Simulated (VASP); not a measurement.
# HfS2 in VASP: notebook

One slab, HfS2, is run at these levels: PBE+D3(BJ); tasks: single point.

Program: VASP 6.6.1. These are calculated values, not measurements. Logs are shortened: lines on timing, memory, paths and dates and some standing lists are left out, and cuts for length are marked.

### 1 Starting point

The cell holds a slab with vacuum, 3 atoms: a = 3.618 Å, b = 3.618 Å, c = 31.825 Å, α = 90.00°, β = 90.00°, γ = 120.00°.

### 2 Single point, PBE+D3(BJ)

INCAR

```
SYSTEM = HfS2
ALGO = Normal
DIPOL = 0.5 0.5 0.500
EDIFF = 1E-7
ENCUT = 520
GGA = PE
IDIPOL = 3
ISIF = 2
ISMEAR = 0
IVDW = 12
LASPH = .TRUE.
LCHARG = .FALSE.
LDIPOL = .TRUE.
LREAL = .FALSE.
LWAVE = .FALSE.
NBANDS = 18
NELM = 100
PREC = Accurate
SIGMA = 0.02
```

KPOINTS

```
k-points
0
G
  9 9 1
  0 0 0
```

POSCAR

```
HfS2
1.0
    3.6183523043      0.0000000000      0.0000000000
   -1.8091761521      3.1335850153      0.0000000000
    0.0000000000      0.0000000000     31.8247011813
S Hf
2 1
Direct
    0.6666666667      0.3333333333      0.4542685406
    0.3333333333      0.6666666667      0.5457314594
    0.0000000000      0.0000000000      0.5000000000
```

Potentials or basis: VASP PAW PBE potentials, release 64 (S, Hf_pv).

Launch:

```console
cat potpaw_PBE.64/S/POTCAR potpaw_PBE.64/Hf_pv/POTCAR > POTCAR
mpirun -np 1 vasp_std > vasp.out
```

OUTCAR:

```text
SYSTEM = HfS2
   EDIFF = 1E-7
   ENCUT = 520
   GGA = PE
   ISIF = 2
   ISMEAR = 0
   IVDW = 12
   LASPH = .TRUE.
   LREAL = .FALSE.
   NELM = 100
   PREC = Accurate
 IVDW          = 12

 ion  position               nearest neighbor table
   1  0.667  0.333  0.454-   3 2.55   3 2.55   3 2.55
   2  0.333  0.667  0.546-   3 2.55   3 2.55   3 2.55
   3  0.000  0.000  0.500-   1 2.55   2 2.55   2 2.55   1 2.55   1 2.55   2 2.55

  LATTYP: Found a hexagonal cell.
 ALAT       =     3.6183523043
 C/A-ratio  =     8.7953572524

  Lattice vectors:

 A1 = (   3.6183523043,   0.0000000000,   0.0000000000)
 A2 = (  -1.8091761521,   3.1335850153,   0.0000000000)
 A3 = (   0.0000000000,   0.0000000000,  31.8247011813)

Analysis of symmetry for initial positions (statically):
=====================================================================
 Subroutine PRICEL returns:
 Original cell was already a primitive cell.

 Routine SETGRP: Setting up the symmetry group for a
 hexagonal supercell.

 Subroutine GETGRP returns: Found 12 space group operations
 (whereof 12 operations were pure point group operations)
 out of a pool of 24 trial point group operations.

The static configuration has the point symmetry D_3d.

Analysis of symmetry for dynamics (positions and initial velocities):
=====================================================================
 Subroutine PRICEL returns:
 Original cell was already a primitive cell.

 Routine SETGRP: Setting up the symmetry group for a
 hexagonal supercell.

 Subroutine GETGRP returns: Found 12 space group operations
 (whereof 12 operations were pure point group operations)
 out of a pool of 24 trial point group operations.

The dynamic configuration has the point symmetry D_3d.

 Subroutine INISYM returns: Found 12 space group operations
 (whereof 12 operations are pure point group operations),
 and found     1 'primitive' translations

----------------------------------------------------------------------------------------

                                     Primitive cell

  volume of cell :     360.8417

  direct lattice vectors                    reciprocal lattice vectors
     3.618352304  0.000000000  0.000000000     0.276368887  0.159561651  0.000000000
    -1.809176152  3.133585015  0.000000000     0.000000000  0.319123303  0.000000000
     0.000000000  0.000000000 31.824701181     0.000000000  0.000000000  0.031422133
[... 78 lines left out ...]
   NFREE  =      0    steps in history (QN), initial steepest desc. (CG)
   ISIF   =      2    stress and relaxation
   ISYM   =      2    0-nonsym 1-usesym 2-fastsym
   POTIM  = 0.5000    time-step for ionic-motion
   TEBEG  =    0.0;   TEEND  =   0.0 temperature during run
   PSTRESS=    0.0 pullay stress
   NELECT =      22.0000    total number of electrons
   NUPDOWN=      -1.0000    fix difference up-down
   EMIN   =  10.00;   EMAX   =-10.00  energy-range for DOS
   EFERMI =   0.00;   METHOD = LEGACY
   ISMEAR =     0;   SIGMA  =   0.02  broadening in eV -4-tet -1-fermi 0-gaus
   EFERMI_NEDOS =   21; number of points for ismear=-14 and -15
   IALGO  =     38    algorithm
   IMIX   =      4    mixing-type and parameters
     AMIX     =   0.40;   BMIX     =  1.00
     AMIX_MAG =   1.60;   BMIX_MAG =  1.00
  volume/ion in A,a.u.               =     120.28       811.69
  Fermi-wavevector in a.u.,A,eV,Ry     =   0.644333  1.217612  5.648658  0.415165
  Thomas-Fermi vector in A             =   1.711626
   LORBIT       =      0    0 simple, 1 ext, 2 COOP (PROOUT), +10 PAW based schemes
   GGA     = PE    functional components
   LHFCALC =     F    Hartree Fock is set to
   AEXX    =    0.0000 exact exchange contribution
   IVDW    =    12    specifies the selected vdW correction
   LEPSILON=     F    determine dielectric tensor
   LRPA    =     F    only Hartree local field effects (RPA)
 non-spin polarized calculation
 Gauss-broadening in eV      SIGMA  =   0.02
  energy-cutoff  :      520.00
  volume of cell :      360.84
 maximum number of plane-waves:      9759
 NGX is ok and might be reduce to    28
   NGX = 13   NGY = 13   NGZ =119

 number of electron      22.0000001 magnetization

 dipolmoment           0.000000      0.000000     -0.000000 electrons x Angstroem

 Free energy of the ion-electron system (eV)
  ---------------------------------------------------
  ext. energy  EPLUGINS =         0.00000000
  ---------------------------------------------------
  free energy    TOTEN  =       -22.91955901 eV

  energy without entropy =      -22.91955901  energy(sigma->0) =      -22.91955901

 E-fermi :  -4.3779     XC(G=0):  -2.1014

 val. band max:       -4.5780260533   @ k =   0.0000   0.0000   0.0000
 cond. band min:      -3.3312394082   @ k =   0.4444  -0.0000   0.0000
 fundamental gap:      1.2467866451
 Fermi energy:        -4.3779183682

 k-point     1 :       0.0000    0.0000    0.0000
  band No.  band energies     occupation
      1     -35.2335      2.00000
      2     -35.1213      2.00000
      3     -35.1213      2.00000
      4     -17.4258      2.00000
      5     -16.0390      2.00000
      6      -8.6914      2.00000
[... 229 lines left out ...]
      5     -15.9580      2.00000
      6      -8.3164      2.00000
[... 10 lines left out ...]
     17       3.3712      0.00000
     18       4.5794      0.00000

------------------------ aborting loop because EDIFF is reached ----------------------------------------

 vacuum level on the upper side and lower side of the slab       (xc-potential included)        -0.006        -0.006

 Edisp (eV)   -0.68520

 E8    (eV) :    -0.3147

  FORCE on cell =-STRESS in cart. coord.  units (eV):
  Direction    XX          YY          ZZ          XY          YZ          ZX
  --------------------------------------------------------------------------------------
  -------------------------------------------------------------------------------------
  Total      -0.26273    -0.26273    -0.21547    -0.00000     0.00000    -0.00000
  in kB      -1.16653    -1.16653    -0.95669    -0.00000     0.00000    -0.00000
  external pressure =       -1.10 kB  Pullay stress =        0.00 kB

 VOLUME and BASIS-vectors are now :
 -----------------------------------------------------------------------------
  energy-cutoff  :      520.00
  volume of cell :      360.84
      direct lattice vectors                 reciprocal lattice vectors
     3.618352304  0.000000000  0.000000000     0.276368887  0.159561651  0.000000000
    -1.809176152  3.133585015  0.000000000     0.000000000  0.319123303  0.000000000
     0.000000000  0.000000000 31.824701181     0.000000000  0.000000000  0.031422133

 POSITION                                       TOTAL-FORCE (eV/Angst)
 -----------------------------------------------------------------------------------
      1.80918      1.04453     14.45696        -0.000000      0.000000      0.067344
     -0.00000      2.08906     17.36774        -0.000000      0.000000     -0.067344
      0.00000      0.00000     15.91235         0.000000      0.000000     -0.000000
 -----------------------------------------------------------------------------------
    total drift:                               -0.000000     -0.000000     -0.000000

  FREE ENERGIE OF THE ION-ELECTRON SYSTEM (eV)
  ---------------------------------------------------
  free  energy   TOTEN  =       -23.6047575790 eV

  energy  without entropy=      -23.6047575790  energy(sigma->0) =      -23.60475758

 vacuum level on the upper side and lower side of the slab         1.759         1.759
```

OSZICAR:

```text
N       E                     dE             d eps       ncg     rms          rms(c)
DAV:   1     0.120355326163E+03    0.12036E+03   -0.89883E+03   528   0.855E+02
DAV:   2    -0.701120739824E+01   -0.12737E+03   -0.12032E+03   602   0.159E+02
DAV:   3    -0.244738062160E+02   -0.17463E+02   -0.17396E+02   612   0.591E+01
[... 17 lines left out ...]
DAV:  21    -0.229195577425E+02   -0.33830E-05   -0.11133E-07   474   0.831E-04    0.109E-03
DAV:  22    -0.229195581595E+02   -0.41692E-06   -0.46329E-09   512   0.238E-04    0.944E-04
DAV:  23    -0.229195587843E+02   -0.62482E-06   -0.77337E-09   466   0.252E-04    0.374E-04
DAV:  24    -0.229195589295E+02   -0.14520E-06   -0.29405E-10   480   0.872E-05    0.282E-04
DAV:  25    -0.229195590085E+02   -0.79024E-07    0.21709E-10   450   0.415E-05
   1 F= -.23604758E+02 E0= -.23604758E+02  d E =-.930562E-47
```

stdout:

```text
POSCAR found type information on POSCAR S Hf
 POSCAR found :  2 types and       3 ions
 scaLAPACK will be used
 LDA part: xc-table for (Slater+PW92), standard interpolation
 POSCAR, INCAR and KPOINTS ok, starting setup
 FFT: planning ... GRIDC
 FFT: planning ... GRID_SOFT
 FFT: planning ... GRID
 WAVECAR not read
 entering main loop
```

It took 3 min on 1 thread of Intel Xeon Platinum 8488C (Sapphire Rapids), shared host; peak memory 0.45 GiB.

Results:

| Quantity | Value |
| --- | --- |
| Free energy | -23.6048 eV |
| Largest force | 0.067 eV/Å |
| Band gap on the k mesh | 1.25 eV, indirect (least direct gap 2.08 eV) |
| Dispersion energy per atom | -0.228 eV |

Forces in eV/Å, atoms in the order of the input:
```
S    0.000  0.000  0.067
S    0.000  0.000 -0.067
Hf   0.000  0.000  0.000
```

Caveat: spin-orbit coupling is left out, which moves the levels of the heavy elements.

### 3 Single point, PBE+D3(BJ)

This run uses another cell than the first one, of 119.49 Å³/atom, 0.993 times its volume.

INCAR

```
  PREC = Accurate
  ENCUT = 520
  EDIFF = 1E-6
  ISMEAR = 0
  SIGMA = 0.02
  LREAL = F
  LASPH = T
  NELM = 100
  ALGO = Normal
  ISIF = 2
  LWAVE = F
  LCHARG = F
  LDIPOL = T
  IDIPOL = 3
  DIPOL = 0.5 0.5 0.500
  GGA = PE
  IVDW = 12
  NBANDS = 18
```

KPOINTS

```
regular mesh
0
Gamma
  9 9 1
```

POSCAR

```
HfS2
1.0
    3.6064565152      0.0000000000      0.0000000000
   -1.8032282576      3.1232829598      0.0000000000
    0.0000000000      0.0000000000     31.8247011813
S Hf
2 1
Direct
    0.6666666667      0.3333333333      0.4542438659
    0.3333333333      0.6666666667      0.5457561341
    0.0000000000      0.0000000000      0.5000000000
```

Potentials or basis: VASP PAW PBE potentials, release 64 (S, Hf_pv).

Launch:

```console
cat potpaw_PBE.64/S/POTCAR potpaw_PBE.64/Hf_pv/POTCAR > POTCAR
mpirun -np 1 vasp_std > vasp.out
```

Wall time 2.3 min (1 thread of Intel Xeon Platinum 8488C (Sapphire Rapids), shared host); peak memory 0.46 GiB.

Results (log left out):

* Free energy: -23.6053 eV
* Largest force: 0.012 eV/Å
* Band gap on the k mesh: 1.22 eV, indirect (least direct gap 2.07 eV)
* Dispersion energy per atom: -0.230 eV

Forces on the atoms (eV/Å):
```
S    0.000  0.000  0.012
S    0.000  0.000 -0.012
Hf   0.000  0.000  0.000
```

Levels at points of the mesh, in eV from the valence-band top:
```csv
k point,band 8,band 9,band 10,band 11,band 12,band 13,band 14,band 15
"(0.00, 0.00, 0.00)",-2.60,-0.96,0.00,0.00,2.07,2.07,2.76,5.34
```

Caveat: spin-orbit coupling is left out, which moves the levels of the heavy elements.
